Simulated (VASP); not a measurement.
These are PBE GGA, VASP's PBE PAW potentials (set 64) (plane waves; VASP 6.6.1) values and carry that method's errors.

The input files of a VASP run:

### KPOINTS
```
K-points
0
Gamma
 7 7 7
0 0 0
```

File POSCAR:
```
CaF2
1.0
  0.0000000000   2.6024684706   2.6024684706
  2.6024684706   0.0000000000   2.6024684706
  2.6024684706   2.6024684706   0.0000000000
Ca F
1 2
Cart
  0.0000000000   0.0000000000   0.0000000000
  1.3012342353   1.3012342353   1.3012342353
  3.9037027059   3.9037027059   3.9037027059
```

**INCAR**
```
# general
SYSTEM   =  CaF2
PREC     =  Accurate
ENCUT    =  620
LREAL    =  .FALSE.   # projection in real space or not
LASPH    =  .TRUE.

# electronic loop
EDIFF    =  1E-6
NELM     =  100   # most electronic steps
ALGO     =  Normal

# smearing
ISMEAR   =  0   # Gaussian
SIGMA    =  0.05

# functional
GGA      =  PE   # PBE

# ions
IBRION   =  2
NSW      =  40   # most ionic steps
ISIF     =  3
EDIFFG   =  -0.02
PSTRESS  =  200

# output
LWAVE    =  .FALSE.
LCHARG   =  .FALSE.
```

POTCAR, in this order: Ca_sv F (PBE.64 set). Program: vasp_std.

The resulting files:

### OUTCAR
```
 ion  position               nearest neighbor table
   1  0.000  0.000  0.000-   3 2.25   3 2.25   3 2.25   2 2.25   3 2.25   2 2.25   2 2.25   2 2.25
  LATTYP: Found a face centered cubic cell.
 ALAT       =     5.2049369412
 Subroutine PRICEL returns:
 Original cell was already a primitive cell.
 Subroutine GETGRP returns: Found 48 space group operations
The static configuration has the point symmetry O_h .
The dynamic configuration has the point symmetry O_h .
 Subroutine INISYM returns: Found 48 space group operations
 Subroutine IBZKPT returns following result:
 Found     20 irreducible k-points:

 Following reciprocal coordinates:
            Coordinates               Weight
  0.000000  0.000000  0.000000      1.000000
  0.142857  0.000000  0.000000      8.000000
  0.285714  0.000000  0.000000      8.000000
  0.428571  0.000000  0.000000      8.000000
  0.142857  0.142857  0.000000      6.000000
  0.285714  0.142857  0.000000     24.000000
  0.428571  0.142857  0.000000     24.000000
 -0.428571  0.142857  0.000000     24.000000
 -0.285714  0.142857  0.000000     24.000000
 -0.142857  0.142857  0.000000     12.000000
  0.285714  0.285714  0.000000      6.000000
  0.428571  0.285714  0.000000     24.000000
 -0.428571  0.285714  0.000000     24.000000
 -0.285714  0.285714  0.000000     12.000000
  0.428571  0.428571  0.000000      6.000000
 -0.428571  0.428571  0.000000     12.000000
  0.428571  0.285714  0.142857     24.000000
 -0.428571  0.285714  0.142857     48.000000
 -0.428571  0.428571  0.142857     24.000000
 -0.285714  0.428571  0.142857     24.000000
   k-points           NKPTS =     20   k-points in BZ     NKDIM =     20   number of bands    NBANDS=     16
   number of dos      NEDOS =    301   number of ions     NIONS =      3
   total plane-waves  NPLWV =  27000
   dimension x,y,z NGX =    30 NGY =   30 NGZ =   30
   dimension x,y,z NGXF=    60 NGYF=   60 NGZF=   60
   ions per type =               1   2
   PREC   = accura    normal or accurate (medium, high low for compatibility)
   ISTART =      0    job   : 0-new  1-cont  2-samecut
   ICHARG =      2    charge: 1-file 2-atom 10-const
   ISPIN  =      1    spin polarized calculation?
   LNONCOLLINEAR =      F non collinear calculations
   LSORBIT =      F    spin-orbit coupling
   INIWAV =      1    electr: 0-lowe 1-rand  2-diag
   ENCUT  =  620.0 eV  45.57 Ry    6.75 a.u.   7.47  7.47  7.47*2*pi/ulx,y,z
   NELM   =    100;   NELMIN=  2; NELMDL= -5     # of ELM steps
   EDIFF  = 0.1E-05   stopping-criterion for ELM
   LREAL  =      F    real-space projection
   NLSPLINE    = F    spline interpolate recip. space projectors
   LMAXMIX     =    2 max onsite mixed and CHGCAR
   VOSKOWN=      0    Vosko Wilk Nusair interpolation
   EDIFFG = -.2E-01   stopping-criterion for IOM
   NSW    =     40    number of steps for IOM
   NBLOCK =      1;   KBLOCK =     40    inner block; outer block
   IBRION =      2    ionic relax: 0-MD 1-quasi-New 2-CG
   NFREE  =      1    steps in history (QN), initial steepest desc. (CG)
   ISIF   =      3    stress and relaxation
   ISYM   =      2    0-nonsym 1-usesym 2-fastsym
   TEIN   =    0.0    initial temperature
   TEBEG  =    0.0;   TEEND  =   0.0 temperature during run
   SMASS  =  -3.00    Nose mass-parameter (am)
   PSTRESS=  200.0 pullay stress
   NELECT =      24.0000    total number of electrons
   EFERMI =   0.00;   METHOD = LEGACY
   ISMEAR =     0;   SIGMA  =   0.05  broadening in eV -4-tet -1-fermi 0-gaus
   IALGO  =     38    algorithm
   LDIAG  =      T    sub-space diagonalisation (order eigenvalues)
   IMIX   =      4    mixing-type and parameters
     AMIX     =   0.40;   BMIX     =  1.00
     AMIX_MAG =   1.60;   BMIX_MAG =  1.00
     AMIN     =   0.10
...
```

### OSZICAR
```
       N       E                     dE             d eps       ncg     rms          rms(c)
DAV:   1     0.250399711953E+03    0.25040E+03   -0.15808E+04   640   0.178E+03
DAV:   2    -0.779301137989E+01   -0.25819E+03   -0.25526E+03   808   0.424E+02
DAV:   3    -0.179276668800E+02   -0.10135E+02   -0.10128E+02   696   0.965E+01
DAV:   4    -0.182825667458E+02   -0.35490E+00   -0.35481E+00  1120   0.141E+01
DAV:   5    -0.182843343808E+02   -0.17676E-02   -0.17676E-02   688   0.108E+00    0.800E+00
DAV:   6    -0.169536002030E+02    0.13307E+01   -0.66628E+00   648   0.196E+01    0.295E+00
DAV:   7    -0.169519133130E+02    0.16869E-02   -0.18858E-01   824   0.394E+00    0.161E+00
DAV:   8    -0.169669536496E+02   -0.15040E-01   -0.34016E-02   760   0.235E+00    0.198E-01
DAV:   9    -0.169703202593E+02   -0.33666E-02   -0.66097E-03   808   0.722E-01    0.120E-01
DAV:  10    -0.169710769607E+02   -0.75670E-03   -0.10941E-03   856   0.263E-01    0.526E-02
DAV:  11    -0.169710999002E+02   -0.22939E-04   -0.17558E-04   720   0.142E-01    0.998E-03
DAV:  12    -0.169711052021E+02   -0.53019E-05   -0.17073E-05   912   0.384E-02    0.279E-03
DAV:  13    -0.169711057404E+02   -0.53835E-06   -0.15103E-06   672   0.120E-02
   1 F= -.12570567E+02 E0= -.12570567E+02  d E =-.125706E+02
```

**OUTCAR**
```
------------------------ aborting loop because EDIFF is reached ----------------------------------------
  FORCE on cell =-STRESS in cart. coord.  units (eV):
  Direction    XX          YY          ZZ          XY          YZ          ZX
  --------------------------------------------------------------------------------------
  Total        4.4089518      4.4089518      4.4089518      0.0000000      0.0000000      0.0000000
  in kB      200.3823716    200.3823716    200.3823716      0.0000000      0.0000000      0.0000000
  external PRESSURE =       0.3823716 kB  Pullay stress =     200.0000000 kB
  volume of cell :       35.25
      direct lattice vectors                 reciprocal lattice vectors
     0.000000000  2.602468471  2.602468471    -0.192125286  0.192125286  0.192125286
     2.602468471  0.000000000  2.602468471     0.192125286 -0.192125286  0.192125286
     2.602468471  2.602468471  0.000000000     0.192125286  0.192125286 -0.192125286
 POSITION                                       TOTAL-FORCE (eV/Angst)
 -----------------------------------------------------------------------------------
      0.00000      0.00000      0.00000         0.000000     -0.000000     -0.000000
      1.30123      1.30123      1.30123         0.000000      0.000000      0.000000
      3.90370      3.90370      3.90370        -0.000000     -0.000000     -0.000000
 -----------------------------------------------------------------------------------
    total drift:                                0.000000     -0.000000      0.000000
  FREE ENERGIE OF THE ION-ELECTRON SYSTEM (eV)
  ---------------------------------------------------
  free  energy   TOTEN  =       -16.9711057404 eV

  energy  without entropy=      -16.9711057404  energy(sigma->0) =      -16.97110574
  enthalpy is  TOTEN    =       -12.5705670992 eV   P V=        4.4005386412

 reached required accuracy - stopping structural energy minimisation
```
(Selected blocks of OUTCAR.)

The compound is CaF2 in the fluorite structure. It was relaxed first under an external pressure of 20 GPa.
